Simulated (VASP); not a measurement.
# TaAs: relaxation of cell and atoms with PBEsol

TaAs:

```xyz
4
Lattice="-1.7218 1.7218 5.8679 1.7218 -1.7218 5.8679 1.7218 1.7218 -5.8679" Properties=species:S:1:pos:R:3 pbc="T T T"
Ta    1.7218    0.0000    5.8676
Ta    0.0000    0.0000    8.8015
As    1.7218    0.0000    0.9698
As    0.0000    0.0000    3.9037
```

The cell is a database's computed one.

```json
{
  "Program": "VASP 6.6.1",
  "Task": "relaxation of cell and atoms",
  "Functional": "PBEsol",
  "Potentials or basis": "VASP PAW PBE potentials, release 64 (Ta_pv, As)",
  "Cutoff": "600 eV",
  "k mesh": "16 × 16 × 16",
  "Occupations": "methfessel-paxton, width 0.1 eV",
  "Spin": "no spin polarisation",
  "Further INCAR settings": "ALGO = Normal; EDIFF = 1e-06; IBRION = 2; EDIFFG = -0.01; NSW = 90; ISIF = 3"
}
```

- Relaxed volume: 17.08 Å³/atom
- Relaxed cell: a = 6.286 Å, b = 6.286 Å, c = 6.286 Å, α = 148.31°, β = 148.31°, γ = 45.43°
- Space group after relaxing (to 0.05 Å): I4_1md (No. 109)
- Energy gained by relaxing: 3.6 meV/atom
- Ionic steps: 8
- Pressure after relaxing: -0.1 GPa
- Band gap on the k mesh: none (metal or under the smearing width)

Forces on the atoms (eV/Å):
```
Ta   0.000  0.000  0.002
Ta   0.000  0.000  0.002
As   0.000  0.000 -0.002
As   0.000  0.000 -0.002
```

Step by step:
```csv
step,energy change (eV),largest force (eV/Å),pressure (GPa),volume (Å³)
1,0.0000,0.0220,-3.24,69.59
2,0.0340,0.0584,6.98,66.10
3,-0.0129,0.0330,0.03,68.36
4,-0.0129,0.0332,0.08,68.34
5,-0.0140,0.0345,0.06,68.32
6,-0.0141,0.0351,0.05,68.31
7,-0.0142,0.0100,-0.09,68.35
8,-0.0142,0.0022,-0.07,68.34
```

Final structure:
```
Ta As
1.0
    -1.71653    1.71653    5.79841
     1.71653   -1.71653    5.79841
     1.71653    1.71653   -5.79841
Ta As
2 2
Cartesian
  0.0000 1.7165 0.0035
  0.0000 0.0000 8.7011
  1.7165 0.0000 0.9544
  0.0000 0.0000 3.8536
```

Levels at points of the mesh, in eV from the Fermi level:
```tsv
k point	band 12	band 13	band 14	band 15	band 16	band 17	band 18	band 19	band 20
(0.00, 0.00, 0.00)	-2.51	-2.40	-1.96	-1.65	-1.65	0.89	1.59	2.41	3.15
(0.50, 0.00, 0.00)	-3.51	-2.49	-2.31	-1.59	-0.22	0.11	1.41	2.32	2.49
(0.50, 0.50, 0.00)	-5.15	-3.19	-3.19	-1.15	-1.15	2.83	2.83	3.14	3.14
(0.50, 0.50, 0.50)	-2.93	-2.88	-2.88	-0.93	-0.93	1.22	1.22	2.37	2.37
```

Run time: 19 min on 4 MPI ranks on Intel(R) Xeon(R) 6975P-C (Granite Rapids), on a shared host, peak memory 0.88 GiB a rank.

Caveat: the PAW data sets were made with another functional, which shifts forces and pressure a little. The run has no spin-orbit coupling, so splittings on Ta are missing.
